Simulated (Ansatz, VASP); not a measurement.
## One calculation of MgS, two programs

```
Mg S
1.0
     3.70195    0.00000    0.00000
    -1.85097    3.20598    0.00000
     0.00000    0.00000    6.23959
Mg S
2 2
Direct
  0.00000 0.00000 0.00000
  0.00000 0.00000 0.50000
  0.33333 0.66667 0.25000
  0.66667 0.33333 0.75000
```

Alike in both runs: task single point; functional PBE; k mesh 6 × 6 × 4; no spin polarisation.

|  | VASP | Ansatz |
| --- | --- | --- |
| version | VASP 6.6.1 | Ansatz 0.2.0 |
| potentials or method | VASP PAW PBE potentials, release 64 (Mg, S) | plane waves, PAW |
| plane-wave cutoff (eV) | 520 | 420 |
| occupations | gaussian, width 0.01 eV | fixed |
| valence electrons in the cell | 16 | 32 |

Ansatz gave:

| Quantity | Value |
| --- | --- |
| gap on the k mesh at the Fermi level (eV) | 3.19 |
| pressure (GPa) | -2.0 |
| largest component of the traceless stress (GPa) | 0.12 |

**Question.** Estimate VASP's values.

**Answer.** gap on the k mesh at the Fermi level (eV): 3.18; pressure (GPa): -2.3; largest component of the traceless stress (GPa): 0.15.

The two sets of potentials don't hold the same shells in valence.

A k mesh can miss the band edges.
